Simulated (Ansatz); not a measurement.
**Pb under changes of volume**

One of the cells (40.672 Å³/atom); the others are scaled copies at fixed shape and fractional positions:

```
Pb
1.0
     0.00000    3.43900    3.43900
     3.43900    0.00000    3.43900
     3.43900    3.43900    0.00000
Pb
2
Direct
  0.25000 0.25000 0.25000
  0.00000 0.00000 0.00000
```

This isn't the form of Pb at room conditions, which is fcc.

```yaml
Program: Ansatz 0.2.0
Functional: r2SCAN
Potentials_or_basis: Ansatz PAW
Cutoff: "500 eV (not typed: the program's choice for these potentials)"
k_mesh: 7 × 7 × 7
Occupations: fermi-dirac, width 0.05 eV
Spin: no spin polarisation
```

```tsv
volume (Å³/atom)	energy over the lowest point (meV/atom)	pressure (GPa)
38.232	38.52	3.6
39.045	22.78	2.6
39.859	11.51	1.8
40.672	?	?
41.486	0.52	0.4
42.299	0.00	-0.2
43.112	2.33	-0.7
```

Q: What does the run at 40.672 Å³/atom give?

A: Energy over the lowest point 4.23 meV/atom; pressure 1.1 GPa.

Worked out: A Birch-Murnaghan fit of order 3 (a polynomial in V^(-2/3)) to the other rows has its minimum at 42.03 Å³/atom with B0 = V·E''(V) = 30 GPa and B' = 4.8. It gives 4.23 meV/atom at 40.672 Å³/atom, against the run's 4.23, and -dE/dV = 1.1 GPa, against 1.1.

Energies are extrapolated to zero smearing.

Caveats: the PAW data sets come from PBE, with cores solved anew for the run's functional, which leaves a small shift of forces and pressure.
